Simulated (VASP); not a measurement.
# ZnSe (Stilleite) (F-43m) in VASP: notebook

Runs on ZnSe (Stilleite). Level: LDA. Tasks: single point.

All numbers are computed with VASP 6.6.1; they aren't measurements. Logs are shortened: lines on timing, memory, paths and dates and some standing lists are left out, and cuts for length are marked.

### Step 1. The structure

It takes space group F-43m (No. 216, cubic). The conventional cell has a = 5.668 Å, b = 5.668 Å, c = 5.668 Å, α = 90.00°, β = 90.00°, γ = 90.00°. Se (site symmetry -43m) has 4 Zn at 2.45 Å as nearest neighbours. Zn (site symmetry -43m) is surrounded by 4 Se at 2.45 Å.

### Step 2. Single point, LDA, spin-orbit coupling, no magnetisation

Contents of INCAR:

```
  PREC = Accurate
  ENCUT = 400
  EDIFF = 1E-7
  ISMEAR = 0
  SIGMA = 0.2
  LREAL = F
  LASPH = T
  NELM = 100
  ALGO = Normal
  ISIF = 2
  LWAVE = F
  LCHARG = F
  LNONCOLLINEAR = T
  MAGMOM = 0 0 0 0 0 0
  LORBIT = 11
  LSORBIT = T
  GGA_COMPAT = F
  NBANDS = 34
```

Contents of KPOINTS:

```
regular mesh
0
Gamma
  7 7 7
```

Contents of POSCAR:

```
ZnSe
1.0
    0.0000000000      2.8338000000      2.8338000000
    2.8338000000      0.0000000000      2.8338000000
    2.8338000000      2.8338000000      0.0000000000
Se Zn
1 1
Direct
    0.7500000000      0.7500000000      0.7500000000
    0.0000000000      0.0000000000      0.0000000000
```

Potentials or basis: VASP PAW LDA potentials, release 64 (Se, Zn).

Command:

```console
cat potpaw_LDA.64/Se/POTCAR potpaw_LDA.64/Zn/POTCAR > POTCAR
mpirun -np 1 vasp_ncl > vasp.out
```

OUTCAR:

```text
PREC = Accurate
   ENCUT = 400
   EDIFF = 1E-7
   ISMEAR = 0
   LREAL = F
   LASPH = T
   NELM = 100
   ISIF = 2
   LNONCOLLINEAR = T
   LORBIT = 11
   LSORBIT = T

 Found     30 irreducible k-points:

 Following reciprocal coordinates:
            Coordinates               Weight
  0.000000  0.000000  0.000000      1.000000
  0.142857  0.000000  0.000000      4.000000
 -0.142857  0.000000  0.000000      4.000000
  0.285714  0.000000  0.000000      4.000000
 -0.285714  0.000000  0.000000      4.000000
  0.428571  0.000000  0.000000      4.000000
   k-points           NKPTS =     30   k-points in BZ     NKDIM =     30   number of bands    NBANDS=     34
   number of dos      NEDOS =    301   number of ions     NIONS =      2
   total plane-waves  NPLWV =  21952
   dimension x,y,z NGX =    28 NGY =   28 NGZ =   28
   dimension x,y,z NGXF=    56 NGYF=   56 NGZF=   56
   ions per type =               1   1
   NGX,Y,Z   is equivalent  to a cutoff of  11.62, 11.62, 11.62 a.u.
   NGXF,Y,Z  is equivalent  to a cutoff of  23.23, 23.23, 23.23 a.u.
 SYSTEM =  unknown system
   PREC   = accura    normal or accurate (medium, high low for compatibility)
   ISTART =      0    job   : 0-new  1-cont  2-samecut
   ICHARG =      2    charge: 1-file 2-atom 10-const
   ISPIN  =      1    spin polarized calculation?
   LNONCOLLINEAR =      T non collinear calculations
   LSORBIT =      T    spin-orbit coupling
   LASPH  =      T    aspherical Exc in radial PAW
   ENCUT  =  400.0 eV  29.40 Ry    5.42 a.u.   6.54  6.54  6.54*2*pi/ulx,y,z
   NELM   =    100;   NELMIN=  2; NELMDL= -5     # of ELM steps
   EDIFF  = 0.1E-06   stopping-criterion for ELM
   LREAL  =      F    real-space projection
   EDIFFG = 0.1E-05   stopping-criterion for IOM
   NSW    =      0    number of steps for IOM
   IBRION =     -1    ionic relax: 0-MD 1-quasi-New 2-CG
   NFREE  =      0    steps in history (QN), initial steepest desc. (CG)
   ISIF   =      2    stress and relaxation
   ISYM   =      2    0-nonsym 1-usesym 2-fastsym
   POTIM  = 0.5000    time-step for ionic-motion
   TEBEG  =    0.0;   TEEND  =   0.0 temperature during run
   PSTRESS=    0.0 pullay stress
   NELECT =      18.0000    total number of electrons
   NUPDOWN=      -1.0000    fix difference up-down
   EMIN   =  10.00;   EMAX   =-10.00  energy-range for DOS
   EFERMI =   0.00;   METHOD = LEGACY
   ISMEAR =     0;   SIGMA  =   0.20  broadening in eV -4-tet -1-fermi 0-gaus
   EFERMI_NEDOS =   21; number of points for ismear=-14 and -15
   IALGO  =     38    algorithm
   IMIX   =      4    mixing-type and parameters
     AMIX     =   0.40;   BMIX     =  1.00
[... 250 lines left out ...]
  external PRESSURE =     -33.0352354 kB  Pullay stress =       0.0000000 kB

 VOLUME and BASIS-vectors are now :
 -----------------------------------------------------------------------------
  energy-cutoff  :      400.00
  volume of cell :       45.51
      direct lattice vectors                 reciprocal lattice vectors
     0.000000000  2.833800000  2.833800000    -0.176441527  0.176441527  0.176441527
     2.833800000  0.000000000  2.833800000     0.176441527 -0.176441527  0.176441527
     2.833800000  2.833800000  0.000000000     0.176441527  0.176441527 -0.176441527

 POSITION                                       TOTAL-FORCE (eV/Angst)
 -----------------------------------------------------------------------------------
      4.25070      4.25070      4.25070         0.000000     -0.000000      0.000000
      0.00000      0.00000      0.00000        -0.000000      0.000000     -0.000000
 -----------------------------------------------------------------------------------
    total drift:                               -0.000000     -0.000000     -0.000000

  FREE ENERGIE OF THE ION-ELECTRON SYSTEM (eV)
  ---------------------------------------------------
  free  energy   TOTEN  =        -7.3718974768 eV

  energy  without entropy=       -7.3718936155  energy(sigma->0) =       -7.37189555

 Spin-Orbit-Coupling matrix elements

 Ion:    1  E_soc:     -0.0390851
 l=   1
     0.0000000    -0.0065059    -0.0065059
    -0.0065059     0.0000000    -0.0065059
    -0.0065059    -0.0065059     0.0000000
 l=   2
     0.0000000    -0.0000040     0.0000000    -0.0000040    -0.0000043
    -0.0000040     0.0000000    -0.0000032    -0.0000040    -0.0000011
     0.0000000    -0.0000032     0.0000000    -0.0000032     0.0000000
    -0.0000040    -0.0000040    -0.0000032     0.0000000    -0.0000011
    -0.0000043    -0.0000011     0.0000000    -0.0000011     0.0000000
 l=   3
     0.0000000     0.0000000     0.0000000     0.0000000     0.0000000     0.0000000     0.0000000
     0.0000000     0.0000000     0.0000000     0.0000000     0.0000000     0.0000000     0.0000000
     0.0000000     0.0000000     0.0000000     0.0000000     0.0000000     0.0000000     0.0000000
     0.0000000     0.0000000     0.0000000     0.0000000     0.0000000     0.0000000     0.0000000
     0.0000000     0.0000000     0.0000000     0.0000000     0.0000000     0.0000000     0.0000000
     0.0000000     0.0000000     0.0000000     0.0000000     0.0000000     0.0000000     0.0000000
     0.0000000     0.0000000     0.0000000     0.0000000     0.0000000     0.0000000     0.0000000

 Ion:    2  E_soc:     -0.0089467
 l=   1
     0.0000000    -0.0005138    -0.0005138
    -0.0005138     0.0000000    -0.0005138
    -0.0005138    -0.0005138     0.0000000
 l=   2
     0.0000000    -0.0001967     0.0000000    -0.0001967    -0.0007806
    -0.0001967     0.0000000    -0.0005855    -0.0001967    -0.0001952
     0.0000000    -0.0005855     0.0000000    -0.0005855     0.0000000
    -0.0001967    -0.0001967    -0.0005855     0.0000000    -0.0001952
    -0.0007806    -0.0001952     0.0000000    -0.0001952     0.0000000
 l=   3
     0.0000000     0.0000000     0.0000000     0.0000000     0.0000000     0.0000000     0.0000000
     0.0000000     0.0000000     0.0000000     0.0000000     0.0000000     0.0000000     0.0000000
     0.0000000     0.0000000     0.0000000     0.0000000     0.0000000     0.0000000     0.0000000
     0.0000000     0.0000000     0.0000000     0.0000000     0.0000000     0.0000000     0.0000000
     0.0000000     0.0000000     0.0000000     0.0000000     0.0000000     0.0000000     0.0000000
     0.0000000     0.0000000     0.0000000     0.0000000     0.0000000     0.0000000     0.0000000
     0.0000000     0.0000000     0.0000000     0.0000000     0.0000000     0.0000000     0.0000000

 total charge

# of ion       s       p       d       tot
------------------------------------------
    1        1.442   2.411   0.030   3.883
    2        0.546   0.454   9.783  10.783
--------------------------------------------------
tot          1.988   2.865   9.813  14.666

 magnetization (x)

# of ion       s       p       d       tot
------------------------------------------
    1       -0.000   0.000   0.000   0.000
    2        0.000  -0.000   0.000   0.000
--------------------------------------------------
tot          0.000  -0.000   0.000   0.000

 magnetization (y)

# of ion       s       p       d       tot
------------------------------------------
    1       -0.000   0.000   0.000  -0.000
    2        0.000   0.000   0.000   0.000
--------------------------------------------------
tot         -0.000   0.000   0.000   0.000

 magnetization (z)

# of ion       s       p       d       tot
------------------------------------------
    1        0.000   0.000   0.000   0.000
    2       -0.000  -0.000  -0.000  -0.000
--------------------------------------------------
tot         -0.000  -0.000  -0.000  -0.000
```

OSZICAR:

```text
N       E                     dE             d eps       ncg     rms          rms(c)
DAV:   1     0.111239869814E+03    0.11124E+03   -0.67933E+03  2040   0.102E+03
DAV:   2     0.456621105353E+01   -0.10667E+03   -0.99451E+02  2056   0.257E+02
DAV:   3    -0.741342413636E+01   -0.11980E+02   -0.11770E+02  2424   0.856E+01
DAV:   4    -0.767859996402E+01   -0.26518E+00   -0.26470E+00  2298   0.132E+01
DAV:   5    -0.767998516823E+01   -0.13852E-02   -0.13851E-02  2394   0.930E-01    0.481E+00
DAV:   6    -0.739704644795E+01    0.28294E+00   -0.42111E-01  2766   0.233E+01    0.362E+00
DAV:   7    -0.737639463844E+01    0.20652E-01   -0.21065E-01  2342   0.370E+00    0.153E+00
DAV:   8    -0.737257191587E+01    0.38227E-02   -0.32500E-03  2312   0.475E-01    0.537E-01
DAV:   9    -0.737189440801E+01    0.67751E-03   -0.48928E-04  2838   0.277E-01    0.226E-01
DAV:  10    -0.737189095676E+01    0.34513E-05   -0.11772E-04  2244   0.779E-02    0.498E-02
DAV:  11    -0.737189975479E+01   -0.87980E-05   -0.11769E-05  2538   0.437E-02    0.223E-02
DAV:  12    -0.737189742107E+01    0.23337E-05   -0.31941E-06  2806   0.324E-02    0.205E-03
DAV:  13    -0.737189747678E+01   -0.55710E-07   -0.87858E-07  2436   0.784E-03
   1 F= -.73718975E+01 E0= -.73718955E+01  d E =-.386126E-05  mag=    -0.0000    -0.0000     0.0000
```

stdout:

```text
POSCAR found type information on POSCAR SeZn
 POSCAR found :  2 types and       2 ions
 scaLAPACK will be used
 LDA part: xc-table for (Slater(with rela. corr.)+CA(PZ))
 , standard interpolation
 POSCAR, INCAR and KPOINTS ok, starting setup
 FFT: planning ... GRIDC
 FFT: planning ... GRID_SOFT
 FFT: planning ... GRID
 WAVECAR not read
 entering main loop
```

Run time: 92 s. Hardware: 1 thread of Intel Xeon Platinum 8488C (Sapphire Rapids), shared host; peak memory 0.22 GiB.

These settings aren't checked as converged: the numbers below hold their error.

What came out:

| Item | Value |
| --- | --- |
| Free energy | -7.3719 eV |
| Pressure | -3.3 GPa |
| Valence electrons inside the program's atomic spheres | Se 3.88; Zn 10.78 |

### Step 3. Single point, LDA, spin-orbit coupling, no magnetisation

Changes to INCAR since step 2:

```diff
@@ -1,6 +1,6 @@
   PREC = Accurate
-  ENCUT = 400
+  ENCUT = 280
   EDIFF = 1E-7
   ISMEAR = 0
-  SIGMA = 0.2
+  SIGMA = 0.02
   LREAL = F
```

Contents of KPOINTS:

```
regular mesh
0
Gamma
  9 9 9
```

POSCAR is that of step 2.

Potentials or basis: VASP PAW LDA potentials, release 64 (Se, Zn).

Command:

```console
cat potpaw_LDA.64/Se/POTCAR potpaw_LDA.64/Zn/POTCAR > POTCAR
mpirun -np 1 vasp_ncl > vasp.out
```

It took 84 s on 1 thread of Intel Xeon Platinum 8488C (Sapphire Rapids), shared host; peak memory 0.2 GiB.

These settings aren't checked as converged: the numbers below hold their error.

Results:

* Free energy: -7.3703 eV
* Valence electrons inside the program's atomic spheres: Se 3.88; Zn 10.78

Caveat: the cutoff is under 1.25 times the usual one of these potentials, so pressure, stress and relaxed cells hold a basis-set (Pulay) error.

### Step 4. Single point, LDA, spin-orbit coupling, no magnetisation

Changes to INCAR since step 3:

```diff
@@ -1,3 +1,3 @@
   PREC = Accurate
-  ENCUT = 280
+  ENCUT = 520
   EDIFF = 1E-7
```

Contents of KPOINTS:

```
regular mesh
0
Gamma
  7 7 7
```

POSCAR is that of step 3.

Command:

```console
cat potpaw_LDA.64/Se/POTCAR potpaw_LDA.64/Zn/POTCAR > POTCAR
mpirun -np 1 vasp_ncl > vasp.out
```

Wall time 2.1 min (1 thread of Intel Xeon Platinum 8488C (Sapphire Rapids), shared host); peak memory 0.26 GiB.

The run converged, but some of its settings lie outside the range that counts as converged, so its numbers aren't taken as properties of the crystal.

Results:

| Item | Value |
| --- | --- |
| Free energy | -7.3729 eV |
| Pressure | -3.1 GPa |
| Valence electrons inside the program's atomic spheres | Se 3.88; Zn 10.78 |

### Step 5. Single point, LDA, spin-orbit coupling, no magnetisation

Changes to INCAR since step 4:

```diff
@@ -1,3 +1,3 @@
   PREC = Accurate
-  ENCUT = 520
+  ENCUT = 650
   EDIFF = 1E-7
```

KPOINTS is that of step 4.

POSCAR is that of step 4.

Command:

```console
cat potpaw_LDA.64/Se/POTCAR potpaw_LDA.64/Zn/POTCAR > POTCAR
mpirun -np 1 vasp_ncl > vasp.out
```

Run time: 3.2 min. Hardware: 1 thread of Intel Xeon Platinum 8488C (Sapphire Rapids), shared host; peak memory 0.34 GiB.

These settings aren't checked as converged: the numbers below hold their error.

What came out:

```
Free energy                                           : -7.3728 eV
Pressure                                              : -3.1 GPa
Valence electrons inside the program's atomic spheres : Se 3.88; Zn 10.79
```

### Step 6. Single point, LDA, spin-orbit coupling, no magnetisation

Changes to INCAR since step 5:

```diff
@@ -1,3 +1,3 @@
   PREC = Accurate
-  ENCUT = 650
+  ENCUT = 460
   EDIFF = 1E-7
```

Contents of KPOINTS:

```
regular mesh
0
Gamma
  9 9 9
```

POSCAR is that of step 5.

Potentials or basis: VASP PAW LDA potentials, release 64 (Se, Zn).

Command:

```console
cat potpaw_LDA.64/Se/POTCAR potpaw_LDA.64/Zn/POTCAR > POTCAR
mpirun -np 1 vasp_ncl > vasp.out
```

It took 2.7 min on 1 thread of Intel Xeon Platinum 8488C (Sapphire Rapids), shared host; peak memory 0.26 GiB.

The run converged, but some of its settings lie outside the range that counts as converged, so its numbers aren't taken as properties of the crystal.

Results:

```yaml
Free_energy: -7.3747 eV
Pressure: -3.1 GPa
Valence_electrons_inside_the_program's_atomic_spheres: Se 3.88; Zn 10.78
```

### Step 7. For comparison

An earlier run on the cell as given: functional PBE; potentials or basis VASP PAW PBE potentials, release 64 (Se, Zn); cutoff 520 eV; k mesh 8 × 8 × 8; occupations fermi-dirac, width 0.05 eV; no spin polarisation.

- Pressure: 2.3 GPa
- Band gap on the k mesh: 1.29 eV, direct
